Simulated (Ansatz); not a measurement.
Ta2C: relaxation of cell and atoms with LDA+U

Ta2C:

```
Ta C
1.0
     3.10590    0.00000    0.00000
    -1.55295    2.68979    0.00000
     0.00000    0.00000    4.94640
Ta C
2 1
Direct
  0.66667 0.33333 0.74799
  0.33333 0.66667 0.25201
  0.00000 0.00000 0.00000
```

```yaml
Program: Ansatz 0.2.0
Task: relaxation of cell and atoms
Functional: LDA
Potentials_or_basis: Ansatz PAW
Cutoff: "420 eV (not typed: the program's choice for these potentials)"
k_mesh: 10 × 10 × 6
Occupations: fermi-dirac, width 0.05 eV
Spin: no spin polarisation
Hubbard_terms: Ta d U = 8 eV
Hubbard_projectors: ortho-atomic (the default)
Double_counting: fll (the default)
```

* Relaxed volume: 13.63 Å³/atom
* Relaxed cell: a = 3.102 Å, b = 3.102 Å, c = 4.905 Å, α = 90.00°, β = 90.00°, γ = 120.00°
* Space group after relaxing (to 0.05 Å): P-3m1 (No. 164)
* Energy gained by relaxing: 3.4 meV/atom
* Ionic steps: 6
* Pressure after relaxing: 0.0 GPa
* Largest force after relaxing: 0.005 eV/Å
* Band gap on the k mesh: none (metal or under the smearing width)

Forces in eV/Å, atoms in the order of the input:
```
Ta   0.000  0.000  0.005
Ta   0.000  0.000 -0.005
C    0.000  0.000  0.000
```

Step by step:
```tsv
step	energy change (eV)	largest force (eV/Å)	volume (Å³)
1	0.0000	0.3345	41.32
2	-0.0060	0.1295	41.19
3	-0.0104	0.0144	40.83
4	-0.0105	0.0017	40.85
5	-0.0106	0.0052	40.88
6	-0.0101	0.0048	40.88
```

Final structure:
```
Ta C
1.0
     3.10232    0.00000    0.00000
    -1.55116    2.68669    0.00000
     0.00000    0.00000    4.90455
Ta C
2 1
Direct
  0.66667 0.33333 0.74395
  0.33333 0.66667 0.25605
  0.00000 0.00000 0.00000
```

Levels at points of the mesh, in eV from the Fermi level:
| k point | band 13 | band 14 | band 15 | band 16 | band 17 | band 18 |
| --- | --- | --- | --- | --- | --- | --- |
| (0.00, 0.00, 0.00) | -3.81 | -0.13 | 0.01 | 0.01 | 1.45 | 1.45 |
| (0.00, 0.00, -0.50) | -2.12 | -1.96 | 0.11 | 0.11 | 2.48 | 2.48 |
| (0.00, -0.50, 0.00) | -3.37 | -2.25 | -0.66 | 3.14 | 3.48 | 4.02 |
| (0.00, -0.50, -0.50) | -2.37 | -1.73 | -1.46 | 0.99 | 1.28 | 4.66 |

Eigenvalues of the final occupation matrices:
```tsv
site	spin	trace	eigenvalues
site 1	1	1.91	0.30 0.30 0.39 0.46 0.46
site 2	1	1.91	0.30 0.30 0.39 0.46 0.46
```

It took 18 s on 2 threads of Arm Neoverse V2 (shared host), peak memory 0.39 GiB.

Caveat: the plane-wave basis is chosen anew once the cell has moved, so the energies of steps on either side of that aren't comparable; U without spin polarisation on a metal has little footing; the PAW data sets come from PBE, with cores solved anew for the run's functional, which leaves a small shift of forces and pressure; the U is typed as a test and isn't derived for this compound. The run has no spin-orbit coupling, so splittings on Ta are missing.
